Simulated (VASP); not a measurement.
# VASP 6.6.1 run: HfO$_{2}$

INCAR

```
NBANDS = 18
SIGMA = 0.02
LASPH = .TRUE.
LWAVE = .FALSE.
NSW = 0
LCHARG = .FALSE.
IBRION = -1
EDIFF = 1E-5
ENCUT = 520
PREC = Accurate
LREAL = .FALSE.
ISMEAR = -1
ISIF = 2
GGA = PE
NELM = 68
NELECT = 21
```

KPOINTS

```
KPOINTS created by Atomic Simulation Environment
0
Gamma
6 6 6
0 0 0
```

POSCAR

```
Hf O
 1.0000000000000000
    -0.0725544609000000    2.5072115047999999    2.5072115047999999
     2.5072115047999999   -0.0725544609000000    2.5072115047999999
     2.5072115047999999    2.5072115047999999   -0.0725544609000000
 Hf  O
   1   2
Cartesian
  0.0000000000000000 -0.0000000000000000 -0.0000000000000000
  1.2464801957765341  1.2464801957765341  1.2464801957765341
  3.6953883529234655  3.6953883529234655  3.6953883529234655
```

The recommended PBE PAW datasets give the neutral cell 22 valence electrons.

Command

```
mpirun -np 1 vasp_std
```

Q: Predict the outcome of this run.

A: It converged. Results: pressure -40.2 GPa; largest force 0.12 eV/Å.

OSZICAR

```
N       E                     dE             d eps       ncg     rms          rms(c)
DAV:   1     0.770896335766E+02    0.77090E+02   -0.11706E+04  1160   0.111E+03
DAV:   2    -0.325710806502E+02   -0.10966E+03   -0.10740E+03  1490   0.272E+02
DAV:   3    -0.362074276197E+02   -0.36363E+01   -0.35858E+01  1380   0.426E+01
DAV:   4    -0.362284437043E+02   -0.21016E-01   -0.20999E-01  1408   0.362E+00
DAV:   5    -0.362285753881E+02   -0.13168E-03   -0.13168E-03  1286   0.270E-01    0.447E+01
DAV:   6    -0.335997231004E+02    0.26289E+01   -0.68932E+00  1178   0.205E+01    0.354E+01
DAV:   7    -0.334867275867E+02    0.11300E+00   -0.59647E-01  1364   0.581E+00    0.206E+01
DAV:   8    -0.334828399136E+02    0.38877E-02   -0.15209E-01  1256   0.324E+00    0.426E+00
DAV:   9    -0.334735317286E+02    0.93082E-02   -0.41892E-02  1218   0.146E+00    0.152E+00
DAV:  10    -0.334730701111E+02    0.46162E-03   -0.43001E-03  1236   0.482E-01    0.619E-02
DAV:  11    -0.334730482952E+02    0.21816E-04   -0.25000E-04  1434   0.124E-01    0.153E-01
DAV:  12    -0.334730496660E+02   -0.13709E-05   -0.23345E-05  1276   0.338E-02
   1 F= -.33473050E+02 E0= -.33471117E+02  d E =-.386594E-02
```

The cell is charged and sits in a uniform background.

For comparison, a separate PBE run of the intended cell, on usual settings and not on those above, gives a gap of 3.79 eV on its mesh and a pressure of -1.8 GPa.
